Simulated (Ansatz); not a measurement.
ScAl3: an elastic constant from a strain scan

Method: Ansatz 0.2.0, DFT PBE, scalar-relativistic, plane waves, PAW. Cutoff 420 eV, Γ-centred 12×12×12 k-points, Gaussian smearing of 0.15 eV. No spin polarisation. Energies are free energies at this smearing, counted from the undisturbed cell; pressure is positive in compression.

Zero of the scan (relaxed at this level; it needn't be the usual structure):

```yaml
crystal:
  lattice:
    - [4.10533, 0.00000, 0.00000]
    - [0.00000, 4.10533, 0.00000]
    - [0.00000, 0.00000, 4.10533]
  atoms:
    - { symbol: Sc, position: [0.00000, 0.00000, 0.00000] }
    - { symbol: Al, position: [0.50000, 0.00000, 0.50000] }
    - { symbol: Al, position: [0.00000, 0.50000, 0.50000] }
    - { symbol: Al, position: [0.50000, 0.50000, 0.00000] }
```

The cell is strained by ε times the Voigt pattern (1, -1, 0, 0, 0, 0) (xx, yy, zz, yz, xz, xy; engineering shear) with fractional coordinates fixed. The cell holds 4 atoms in V0 = 69.19 Å³. The stress column is τ = (1/V0) dE/dε, got from the stress tensor σ (compression positive) at each point as −det(1 + εP) σ : P(1 + εP)⁻¹, with P the pattern as a tensor.

| ε | ΔE (meV/atom) | τ (GPa) |
| --- | --- | --- |
| -0.0350 | 18.447 | -9.680 |
| -0.0300 | 13.582 | -8.339 |
| -0.0250 | 9.449 | -6.975 |
| -0.0200 | 6.055 | -5.595 |
| -0.0150 | 3.409 | -4.205 |
| -0.0100 | 1.516 | -2.808 |
| -0.0050 | 0.379 | -1.405 |
| 0.0000 | 0.000 | 0.000 |
| 0.0050 | 0.379 | 1.405 |
| 0.0100 | 1.516 | 2.808 |
| 0.0150 | 3.409 | 4.205 |
| 0.0200 | 6.055 | 5.595 |
| 0.0250 | 9.449 | 6.975 |
| 0.0300 | 13.582 | 8.339 |
| 0.0350 | 18.447 | 9.680 |
| 0.0400 | ? | ? |

Which combination of elastic constants does this scan measure, and how large is it?

For small ε, τ = τ0 + Kε with K = pᵀCp, which for this pattern is 2(C11 − C12) in the cubic axes. The parabola through τ at ε = -0.0050, 0 and 0.0050 has slope K = 281 GPa at zero. The energies per cell, E = NΔE, of the same two points give K = 2[E(ε₊)/ε₊ − E(ε₋)/ε₋]/[(ε₊ − ε₋)V0] = 280 GPa, in agreement.

Predict the withheld row at ε = 0.0400 from the harmonic law, and compare.

ΔE = V0(τ0 ε + Kε²/2)/N = 24.277 meV/atom and τ = 11.24 GPa. The calculation gives 24.027 meV/atom and 10.99 GPa, a miss of 1.0 % of the harmonic energy, so the harmonic law still holds here.

In a metal these slopes depend on the k mesh and the smearing.